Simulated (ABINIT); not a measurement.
Input of an ABINIT 10.8.3 (patched build) run:

Contents of run.abi:

```
# Pseudopotentials
pp_dirpath "./"
pseudos "42_Mo_14_2.0_2.6_pbe_n_v1.0.psp8"

# Structure
acell 2.7432376088 2.7432376088 2.7432376088 Angstrom
rprim
    -0.5773502692     0.5773502692     0.5773502692
     0.5773502692    -0.5773502692     0.5773502692
     0.5773502692     0.5773502692    -0.5773502692
ntypat 1
znucl 42
natom 1
typat 1
xcart
     0.0000000000     0.0000000000     0.0000000000

# Plane-wave basis
ecut 22.0

# k points
kptopt 1
ngkpt 8 8 8
nshiftk 1
shiftk 0.0 0.0 0.0

# Exchange and correlation
ixc 41
fockdownsampling 2 2 2

# Bands and occupations
nband 11
occopt 3
tsmear 0.00183747

# SCF cycle
nstep 60
toldfe 1.0e-7

# Output
iomode 3
prtwf 0
prtden 0
prteig 0
prtebands 0
```

Potentials or basis: SPMS NC PBE v1.0.

Run with:

```bash
$ mpirun --bind-to none -np 4 abinit run.abi > log 2>&1
```

Question: What does it give for the band gap on the k mesh?

Answer: None (metal or under the smearing width).
